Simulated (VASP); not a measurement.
Input of a VASP 6.6.1 run:

Contents of POSCAR:

```
TePb
1.0
    0.0000000000      3.2310000000      3.2310000000
    3.2310000000      0.0000000000      3.2310000000
    3.2310000000      3.2310000000      0.0000000000
Pb Te
1 1
Direct
    0.0000000000      0.0000000000      0.0000000000
    0.5000000000      0.5000000000      0.5000000000
```

Contents of INCAR.step1:

```
PREC = Accurate
ENCUT = 520
EDIFF = 1E-6
ISMEAR = -1
SIGMA = 0.05
LREAL = F
LASPH = T
NELM = 100
ALGO = Normal
ISIF = 2
LWAVE = F
LCHARG = T
GGA = AM
```

Contents of KPOINTS.step1:

```
Automatic mesh
0
Gamma
  7 7 7
```

INCAR.step2

```
PREC = Accurate
ENCUT = 520
EDIFF = 1E-6
ISMEAR = 0
SIGMA = 0.05
LREAL = F
LASPH = T
NELM = 100
ALGO = Normal
ISIF = 2
LWAVE = F
LCHARG = F
GGA = AM
ICHARG = 11
```

Contents of KPOINTS.step2:

```
path GXWKGLUWLK,UX
10
line-mode
reciprocal
 0.0000000000  0.0000000000  0.0000000000  G
 0.5000000000  0.0000000000  0.5000000000  X

 0.5000000000  0.0000000000  0.5000000000  X
 0.5000000000  0.2500000000  0.7500000000  W

 0.5000000000  0.2500000000  0.7500000000  W
 0.3750000000  0.3750000000  0.7500000000  K

 0.3750000000  0.3750000000  0.7500000000  K
 0.0000000000  0.0000000000  0.0000000000  G

 0.0000000000  0.0000000000  0.0000000000  G
 0.5000000000  0.5000000000  0.5000000000  L

 0.5000000000  0.5000000000  0.5000000000  L
 0.6250000000  0.2500000000  0.6250000000  U

 0.6250000000  0.2500000000  0.6250000000  U
 0.5000000000  0.2500000000  0.7500000000  W

 0.5000000000  0.2500000000  0.7500000000  W
 0.5000000000  0.5000000000  0.5000000000  L

 0.5000000000  0.5000000000  0.5000000000  L
 0.3750000000  0.3750000000  0.7500000000  K

 0.6250000000  0.2500000000  0.6250000000  U
 0.5000000000  0.0000000000  0.5000000000  X
```

Potentials or basis: VASP PAW PBE potentials, release 64 (Pb_d, Te).

Launch:

```bash
$ cat potpaw_PBE.64/Pb_d/POTCAR potpaw_PBE.64/Te/POTCAR > POTCAR
$ cp INCAR.step1 INCAR
$ cp KPOINTS.step1 KPOINTS
$ mpirun -np 1 vasp_std > vasp.out
$ cp INCAR.step2 INCAR
$ cp KPOINTS.step2 KPOINTS
$ mpirun -np 1 vasp_std > vasp.out
```

Task: Estimate the band gap along the path.

Result: 0.72 eV, direct.

Levels at the corners of the path, in eV from the Fermi level:
```csv
point,band 8,band 9,band 10,band 11,band 12,band 13
Γ,-1.73,-1.73,-1.73,3.68,3.68,3.68
X,-4.89,-3.19,-3.19,2.89,5.07,5.07
X,-4.89,-3.19,-3.19,2.89,5.07,5.07
W,-4.18,-4.18,-0.75,1.26,4.82,4.82
W,-4.18,-4.18,-0.75,1.26,4.82,4.82
K,-4.51,-2.69,-2.48,3.17,3.38,4.72
K,-4.51,-2.69,-2.48,3.17,3.38,4.72
Γ,-1.73,-1.73,-1.73,3.68,3.68,3.68
Γ,-1.73,-1.73,-1.73,3.68,3.68,3.68
L,-1.27,-1.27,-0.40,0.32,0.87,0.87
L,-1.27,-1.27,-0.40,0.32,0.87,0.87
U,-4.51,-2.69,-2.48,3.17,3.38,4.72
U,-4.51,-2.69,-2.48,3.17,3.38,4.72
W,-4.18,-4.18,-0.75,1.26,4.82,4.82
W,-4.18,-4.18,-0.75,1.26,4.82,4.82
L,-1.27,-1.27,-0.40,0.32,0.87,0.87
L,-1.27,-1.27,-0.40,0.32,0.87,0.87
K,-4.51,-2.69,-2.48,3.17,3.38,4.72
U,-4.51,-2.69,-2.48,3.17,3.38,4.72
X,-4.89,-3.19,-3.19,2.89,5.07,5.07
```

Caveat: the log is that of the step along the path at fixed density, whose energy, stress, charges and moments have no meaning; this odd mesh misses L, where the gap lies, so gap, dielectric constants and Born charges aren't listed; spin-orbit coupling is left out, which moves the levels of the heavy elements.

**Experimental background.**

A printed reference work, monograph reports, for a bulk crystal of TePb at 4.2 K: band gap 0.19 eV (direct).

Against the measured gap of TePb, 0.19 eV (direct; 4.2 K; a printed reference work, monograph), the calculated 0.72 eV is off by +0.53 eV. Spin-orbit coupling on Pb, Te is left out. The value is that of AM05, without temperature or zero-point motion.
